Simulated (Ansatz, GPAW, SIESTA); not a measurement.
# One calculation of PbO2, 4 ways

```xyz
3
Lattice="0.0000 2.7020 2.7020 2.7020 0.0000 2.7020 2.7020 2.7020 0.0000" Properties=species:S:1:pos:R:3 pbc="T T T"
Pb    0.0000    0.0000    0.0000
O     4.0530    4.0530    4.0530
O     1.3510    1.3510    1.3510
```

The cell comes from a database or a generator and needn't be the stable form of this composition.

Alike in all runs: task band structure; functional PBEsol; k mesh 9 × 9 × 9; occupations fermi-dirac, width 0.05 eV; no spin polarisation; no spin-orbit coupling. Pressure is positive in compression and, in plane waves, holds the error of the finite cutoff, which Ansatz's Pulay term estimates and takes out.

| program and potentials | plane-wave cutoff (eV) | notes | pressure (GPa) |
| --- | --- | --- | --- |
| Ansatz, Ansatz PAW | 420 | potentials made for PBE, which Ansatz adapts in part | ? |
| SIESTA, files PseudoDojo sr-pbesol-0.4.1-standard, DZP (energy shift 0.003 Ry; two zetas on semicore shells) | - | atomic basis | -1.24 |
| GPAW, PAW data sets generated for this functional | 800 | - | -7.11 |
| Ansatz, all-electron LAPW, scalar-relativistic | - | - | -5.68 |

Task: Estimate from the other rows what the run with Ansatz, Ansatz PAW gave.

Result: Pressure -5.69 GPa. Its pressure holds a Pulay term of +0.66 GPa. The other rows, which needn't bracket it: pressure -7.11 to -1.24.
